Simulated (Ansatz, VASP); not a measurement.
# SnAs in two plane-wave programs, part 2 of 2

One calculation is typed for both programs; each brings its own data sets. How far apart do they land? The cell is taken from a series of runs on this material, whose earlier steps may have relaxed, scaled, displaced or heated it; both programs get it as it stands.

VASP 6.6.1 and Ansatz 0.2.0.

So far: Set-up; VASP: elastic constants, BLYP.

### 3. Ansatz: elastic constants, BLYP

Level of this step: Ansatz beside VASP: Kohn-Sham DFT, plane waves, BLYP (Ansatz).

Ansatz runs on its default PAW (the set named soft_2) files.

The same cell, functional (in two slightly different forms), mesh and smearing now go to Ansatz, which takes its cutoff from its data sets.

The input, input.yaml:

```yaml
crystal:
  lattice:
    - [0.0, 2.981241642, 2.981241642]
    - [2.981241642, 0.0, 2.981241642]
    - [2.981241642, 2.981241642, 0.0]
  atoms:
    - { symbol: Sn, position: [0.5, 0.5, 0.5] }
    - { symbol: As, position: [0.0, 0.0, 0.0] }
kpoints:
  mp_grid: { grid: [18, 18, 18] }
hamiltonian:
  xc: blyp
scf:
  occupations: { method: methfessel_paxton, width: 0.25 }
output:
  forces: true
  stress: true
  eigenvalues: true
elastic:
  mode: relaxed_ion
  stencil: two_point
  amplitude: 0.01
```

Started as:

```bash
ansatz run input.yaml --threads 4 --pin off --max-ram 16384MiB --backend cpu --events-out ev --progress --plain --runs-dir out
```

Numbers of over 12 decimals in the logs are rounded to 6 here.

Log:

```text
Engine: ansatz 0.2.0, aarch64-unknown-linux-gnu
Pseudopotentials: kind: paw
Pseudopotential: Sn, paw, valence charge 14, recommended cutoff 420 eV (normal), Sn.paw.azcp
Pseudopotential: As, paw, valence charge 15, recommended cutoff 420 eV (normal), As.paw.azcp
Functional definition: BLYP
  parameter beta = 0.0042
  parameter a = 0.04918
  parameter b = 0.132
  parameter c = 0.2533
  parameter d = 0.349
  exchange = b88_x(beta = beta)
  correlation = lyp_c(a = a, b = b, c = c, d = d)
Crystal: 2 atoms, lattice volume = 52.993 Å³
Basis set: ecut = 420 eV, 1037 PW (Γ), exchange–correlation on 60×60×60 points (8 copies of the dense FFT grid, shifted against one another)
Bands: 19, of which v1, the nominal top of the filled ones, is band 15 counted from 1 (14 counted from 0)
Symmetry: 48 space group operations
Space group: Fm-3m (ITA 225), of the structure as read, at distance tolerance 3.8e-5 Å
k-points: 195 of 5832
Non-local potential: Sn, projectors of the file, l = 0: 2, l = 1: 2, l = 2: 2, l = 3: 2
Non-local potential: As, projectors of the file, l = 0: 2, l = 1: 2, l = 2: 3, l = 3: 1
PAW form: soft (Blöchl's): semilocal exchange-correlation on the pseudo side does not see the compensation charge
PAW frozen core: Sn, regenerated for the run's functional, and the local potential with it (the file was generated under x = pbe(κ = 0.804, μ = 0.219515), c = pbe(β = 0.066725))
PAW frozen core: As, regenerated for the run's functional, and the local potential with it (the file was generated under x = pbe(κ = 0.804, μ = 0.219515), c = pbe(β = 0.066725))
PAW one-centre angular grid: Sn, 590 points (default); XC on 64 Gauss nodes
PAW one-centre angular grid: As, 590 points (default); XC on 64 Gauss nodes
Initial density: superposition of atomic densities (neutral atoms: chi_scale 0, normalization atom), corrected by the library's trained network
Initial wavefunctions: pseudopotential atomic-orbital guess
Functional: x = b88, c = lyp
SCF iter   1: F=—  HF=-10907.309619 eV  |F-HF|=—  |Δ(HF+E_count)|=         —  Δρ=6.37e-3  dr2=2.29e-2  ethr=1.77e-3  ⟨swp⟩=5.2  Hψ=16913  notcnv=0
preconditioner: auto → Kerker (q_TF=auto, 2.467 Å⁻¹)  [metal: Δε(μ)=0.053 eV  Ē_g=17.913 eV  σ=0.250 eV  W_gap=0.18  n_scr=14 (ndim 8)  ℏωp=22.2 eV  f_vac=0.004  D(μ)=0.88/eV (n_scr^D=0)]
SCF iter   2: F=—  HF=-10907.303783 eV  |F-HF|=—  |Δ(HF+E_count)|=   5.84e-3  S|Δr|=    0.00e0  Δρ=3.78e-3  dr2=8.70e-3  ethr=7.89e-5  ⟨swp⟩=1.2  Hψ=5394  notcnv=0
SCF iter   3: F=—  HF=-10907.301508 eV  |F-HF|=—  |Δ(HF+E_count)|=   2.27e-3  S|Δr|=    0.00e0  Δρ=1.02e-3  dr2=9.47e-4  ethr=3.00e-5  ⟨swp⟩=2.0  Hψ=4689  notcnv=0
SCF iter   4: F=—  HF=-10907.301065 eV  |F-HF|=—  |Δ(HF+E_count)|=   4.43e-4  S|Δr|=    0.00e0  Δρ=6.05e-4  dr2=3.05e-4  ethr=3.26e-6  ⟨swp⟩=2.0  Hψ=6538  notcnv=0
SCF iter   5: F=—  HF=-10907.301080 eV  |F-HF|=—  |Δ(HF+E_count)|=   1.46e-5  S|Δr|=    0.00e0  Δρ=1.66e-4  dr2=1.18e-5  ethr=1.05e-6  ⟨swp⟩=2.2  Hψ=5674  notcnv=0
SCF iter   6: F=—  HF=-10907.301076 eV  |F-HF|=—  |Δ(HF+E_count)|=   4.27e-6  S|Δr|=    0.00e0  Δρ=7.19e-5  dr2=2.42e-6  ethr=4.08e-8  ⟨swp⟩=2.0  Hψ=6545  notcnv=0
SCF iter   7: F=—  HF=-10907.301077 eV  |F-HF|=—  |Δ(HF+E_count)|=   1.33e-6  S|Δr|=    0.00e0  Δρ=1.94e-5  dr2=2.07e-7  ethr=8.36e-9  ⟨swp⟩=2.8  Hψ=7098  notcnv=0
SCF iter   8: F=—  HF=-10907.301078 eV  |F-HF|=—  |Δ(HF+E_count)|=   4.14e-7  S|Δr|=    0.00e0  Δρ=3.26e-6  dr2=6.25e-9  ethr=7.14e-10  ⟨swp⟩=2.0  Hψ=6558  notcnv=0
SCF iter   9: F=—  HF=-10907.301078 eV  |F-HF|=—  |Δ(HF+E_count)|=   1.20e-8  S|Δr|=    0.00e0  Δρ=9.19e-7  dr2=2.88e-10  ethr=2.16e-11  ⟨swp⟩=2.0  Hψ=6568  notcnv=0
SCF iter  10: F=—  HF=-10907.301078 eV  |F-HF|=—  |Δ(HF+E_count)|=  1.11e-10  S|Δr|=    0.00e0  Δρ=1.61e-7  dr2=1.03e-11  ethr=9.95e-13 (applied; sched 1.00e-12)  ⟨swp⟩=2.0  Hψ=6558  notcnv=0
[...]
SCF 1 converged in 12 iterations: F = -10907.301078 eV  dr2 = 5.92e-15
  greatest PAW one-centre occupation: 0.999 electrons in one spin orbital (limit 2), on the As atom at site 1 (counted from 0), in its partial waves of l = 2
Crystal: 2 atoms, lattice volume = 52.463 Å³
Basis set: ecut = 420 eV, 989 PW (Γ), exchange–correlation on 60×60×60 points (8 copies of the dense FFT grid, shifted against one another)
Symmetry: 16 space group operations
k-points: 480 of 5832
Initial density: handed on by an earlier stage of this run
Initial wavefunctions: those handed on with the density
[...]
SCF 3 converged in 8 iterations: F = -10907.299441 eV  dr2 = 2.75e-14
Crystal: 2 atoms, lattice volume = 52.992 Å³
Basis set: ecut = 420 eV, 1017 PW (Γ), exchange–correlation on 60×60×60 points (8 copies of the dense FFT grid, shifted against one another)
Symmetry: 8 space group operations
k-points: 865 of 5832
[...]
preconditioner: auto → Kerker (q_TF=auto, 2.467 Å⁻¹)  [metal: Δε(μ)=0.002 eV  Ē_g=17.905 eV  σ=0.250 eV  W_gap=0.01  n_scr=14 (ndim 8)  ℏωp=22.2 eV  f_vac=0.011  D(μ)=0.88/eV (n_scr^D=0)]
[...]
SCF iter  10: F=-10907.300640 eV  HF=-10907.300640 eV  |F-HF|=0.00e0  |Δ(HF+E_count)|=  3.64e-12  S|Δr|=    0.00e0  Δρ=3.59e-9  dr2=4.17e-15  ethr=1.00e-12  ⟨swp⟩=4.7  Hψ=50146  notcnv=0
SCF 4 converged in 10 iterations: F = -10907.300640 eV  dr2 = 4.17e-15
iter 1 solved again at ethr=3.71e-10 eV; its pass at ethr=3.10e-3 eV (dr2=1.08e-7 eV) is discarded
SCF iter   1: F=—  HF=-10907.300639 eV  |F-HF|=—  |Δ(HF+E_count)|=         —  Δρ=1.11e-5  dr2=9.74e-8  ethr=3.71e-10  ⟨swp⟩=2.5  Hψ=88352  notcnv=0
preconditioner: auto → Kerker (q_TF=auto, 2.467 Å⁻¹)  [metal: Δε(μ)=0.002 eV  Ē_g=17.906 eV  σ=0.250 eV  W_gap=0.01  n_scr=14 (ndim 8)  ℏωp=22.2 eV  f_vac=0.011  D(μ)=0.88/eV (n_scr^D=0)]
SCF iter   2: F=—  HF=-10907.300640 eV  |F-HF|=—  |Δ(HF+E_count)|=   5.75e-7  S|Δr|=    0.00e0  Δρ=6.27e-6  dr2=3.00e-8  ethr=3.36e-10  ⟨swp⟩=1.0  Hψ=16435  notcnv=0
SCF iter   3: F=—  HF=-10907.300640 eV  |F-HF|=—  |Δ(HF+E_count)|=   1.01e-7  S|Δr|=    0.00e0  Δρ=1.73e-6  dr2=2.21e-9  ethr=1.04e-10  ⟨swp⟩=2.9  Hψ=29073  notcnv=0
SCF iter   4: F=—  HF=-10907.300640 eV  |F-HF|=—  |Δ(HF+E_count)|=  8.93e-10  S|Δr|=    0.00e0  Δρ=9.16e-7  dr2=5.24e-10  ethr=7.62e-12  ⟨swp⟩=2.0  Hψ=29003  notcnv=0
SCF iter   5: F=—  HF=-10907.300640 eV  |F-HF|=—  |Δ(HF+E_count)|=  7.95e-10  S|Δr|=    0.00e0  Δρ=2.39e-7  dr2=4.65e-11  ethr=1.81e-12  ⟨swp⟩=2.0  Hψ=18775  notcnv=0
SCF iter   6: F=—  HF=-10907.300640 eV  |F-HF|=—  |Δ(HF+E_count)|=  2.73e-11  S|Δr|=    0.00e0  Δρ=8.39e-8  dr2=3.53e-12  ethr=1.60e-13 (applied; sched 1.00e-12)  ⟨swp⟩=2.2  Hψ=23665  notcnv=0
SCF iter   7: F=—  HF=-10907.300640 eV  |F-HF|=—  |Δ(HF+E_count)|=  1.82e-12  S|Δr|=    0.00e0  Δρ=1.43e-8  dr2=1.02e-13  ethr=1.22e-14 (applied; sched 1.00e-12)  ⟨swp⟩=2.0  Hψ=29053  notcnv=0
SCF iter   8: F=-10907.300640 eV  HF=-10907.300640 eV  |F-HF|=3.64e-12  |Δ(HF+E_count)|=    0.00e0  S|Δr|=    0.00e0  Δρ=3.04e-9  dr2=5.59e-15  ethr=1.00e-12  ⟨swp⟩=4.5  Hψ=50135  notcnv=0
SCF 5 converged in 8 iterations: F = -10907.300640 eV  dr2 = 5.59e-15
SCF converged after 12 iterations
Stability not checked: this state was not tested for a lower state beside it, because cold or Methfessel-Paxton smearing, or corrected tetrahedra, fill the levels in a way that the test cannot read (fill_not_monotonic; see scf.lower_state_search)
Free energy (F): -10907.301078 eV
Harris-Foulkes:  -10907.301078 eV  (|F-HF|=7.28e-12)
Internal energy: -10907.300824 eV  (E = F + TS)
E sigma→0 (E₀):  -10907.301014 eV
Entropy (-TS):   -0.000253 eV (-0.127 meV/atom)
Fermi energy:    9.575002 eV
--- Per-component energies (eV) ---
  E_band       = -334.123362
  E_kinetic    = 289.150616
  E_local      = -2667.568585  (includes V_loc(G=0)·N_el)
  E_nonlocal   = -706.367200
  E_hartree    = 1519.594767
  E_xc         = -457.629200
  E_vxc        = -170.846657  (∫ρ·V_xc dr)
  E_paw        = -6001.093789  (= ΣΔE_a)
  E_vpaw       = -117.681079  (= ΣTr[D̂ρ^β])
  E_aug_tail   = 0.000008  (compensation charges beyond the density's cutoff)
  E_ewald      = -2883.456785
  E_core_change = 0.069343  (= ΣΔE_core)
  E_smearing   = -0.000253  (= −TS)
  E_closure    = 0.000000  (closes the sum)
  Σ components = -10907.301078   (vs F -10907.301078, Δ=0.00e0)
--- Forces (eV/Å), atoms counted from 1 ---
  atom   1  Sn     0.00000000    -0.00000000    -0.00000000
  atom   2  As    -0.00000000     0.00000000    -0.00000000
  max |Σ_I F_I| component: 5.39e-29 eV/Å
--- Stress (GPa, compression-positive) ---
        0.001668       0.000000      -0.000000
        0.000000       0.001668       0.000000
        0.000000      -0.000000       0.001668
  P = ⅓ Tr σ = 0.0017 GPa (0.017 kbar)
--- Band table (eV; the first three rows and the last of 195) ---
  k-point 0: bands = [... 11 lower, 6.0086, 8.7041, 8.7041, 8.7041, 14.5340, 14.5340, 14.5340, 16.0140]
  k-point 1: bands = [... 11 lower, 5.8227, 8.7096, 8.7096, 8.8387, 14.3443, 14.3443, 14.3564, 16.0014]
  k-point 2: bands = [... 11 lower, 5.3582, 8.7269, 8.7269, 9.1490, 13.8895, 13.8895, 13.9351, 15.9946]
  k-point 194: bands = [... 11 lower, 2.8561, 5.4627, 5.8056, 10.0173, 11.8863, 15.3431, 16.1023, 17.2327]
--- Elastic constants: 2 strain directions × 2 members + reference (group order 48) ---
  dense FFT box of the reference and of every strained cell: 30×30×30
  strains applied: 11, 23; error gains: componentwise 1.00 (the most a stress slope's error grows in a printed constant), spectral 1.73 (1 for all six strains in a standard setting)
  C = ∂σ_k/∂η_j (tension-positive GPa; Voigt order 11 22 33 23 13 12):
       103.854     22.010     22.010     -0.000      0.000      0.000
        22.010    103.854     22.010      0.000     -0.000      0.000
        22.010     22.010    103.854      0.000      0.000     -0.000
        -0.000      0.000      0.000     26.503      0.000     -0.000
         0.000     -0.000      0.000     -0.000     26.503      0.000
         0.000     -0.000      0.000     -0.000     -0.000     26.503
  reference stress σ⁰ (GPa):     -0.002     -0.002     -0.002      0.000     -0.000     -0.000
  C* (energy form; C + prestress term) asymmetry max|C*_kj − C*_jk| = 7.105e-15 GPa — a small one proves nothing (zero by symmetry where the batch's group is 432, −43m or m−3m); a large one is finite-difference/SCF noise where every solve meets its electron count
  moduli (Voigt/Reuss/Hill, GPa): K = 49.29/49.29/49.29   G = 32.27/30.85/31.56   E = 78.03   ν = 0.236
  mechanically stable: yes (min eigenvalue of sym C = 26.50 GPa)
  strain η (Voigt 11):  stress-route row diagonal C_11 = 103.85 GPa, energy-path curvature d²(F+E_count+ΔE)/dδ²/Ω₀ = 103.67 GPa
         δ    σ_11 (GPa)             F (eV)   n_scf  n_hpsi   n_pw
    -1.000e-2      -1.1047      -10907.2992872      10  198075   1038   relax 0 steps, max|allowed force component| 3.20e-30 eV/Å
     1.000e-2       0.9724      -10907.2994406       8  168159   1058   relax 0 steps, max|allowed force component| 5.01e-29 eV/Å
  strain η (Voigt 23):  stress-route row diagonal C_44 = 26.50 GPa, energy-path curvature d²(F+E_count+ΔE)/dδ²/Ω₀ = 26.50 GPa
         δ    σ_23 (GPa)             F (eV)   n_scf  n_hpsi   n_pw
    -1.000e-2      -0.2650      -10907.3006397      10  359388   1052   relax 0 steps, max|allowed force component| 3.90e-29 eV/Å
     1.000e-2       0.2650      -10907.3006397       8  301775   1052   relax 0 steps, max|allowed force component| 4.15e-29 eV/Å
```

### 4. Differences

Known differences besides the potentials themselves: the data sets hold 29 valence electrons in Ansatz (on its default PAW (the set named soft_2) files) and 19 in VASP; the cutoff is 420 eV in Ansatz and 500 eV in VASP; Ansatz makes its cores anew for this functional, VASP keeps those of its PBE data sets; VASP's log shows a relativistic correction to its local exchange, Ansatz's none; VASP takes each elastic constant from one size of strain, Ansatz from those that its log lists. Total energies have different zeros and are not compared.

Compared:

```csv
quantity,Ansatz,VASP,difference
C11 (GPa),103.9,105.8,-1.79 %
C22 (GPa),103.9,105.8,-1.79 %
C33 (GPa),103.9,105.8,-1.79 %
C12 (GPa),22.0,22.1,-0.59 %
C13 (GPa),22.0,22.1,-0.59 %
C23 (GPa),22.0,22.1,-0.59 %
C44 (GPa),26.5,26.6,-0.25 %
C55 (GPa),26.5,26.6,-0.25 %
C66 (GPa),26.5,26.6,-0.25 %
```

### 5. Outcome

| Quantity | Value |
| --- | --- |
| difference in C11 (elastic constants, BLYP) | -1.8 % |

In words: The difference in C11 is -1.8 % (elastic constants, BLYP), within the 5 % picked in this series as the mark of a large difference. The data sets hold unlike numbers of valence electrons (29 in Ansatz and 19 in VASP), so part of the differences comes from the potentials. How closely two codes agree says nothing of how well the functional describes the real material.

[Lines on the potential files, build, host, timing and source positions are cut from VASP's logs without a mark.]

[Logs are printed without paths, hosts, clocks, repeated set-up lines and the standing remarks that a program may print on its own settings, such as how far it seeks lower states.]

[Hosts, paths, dates, database ids (printed as entryN), source tags and the programs' standing remarks are cut or masked in the printed files.]
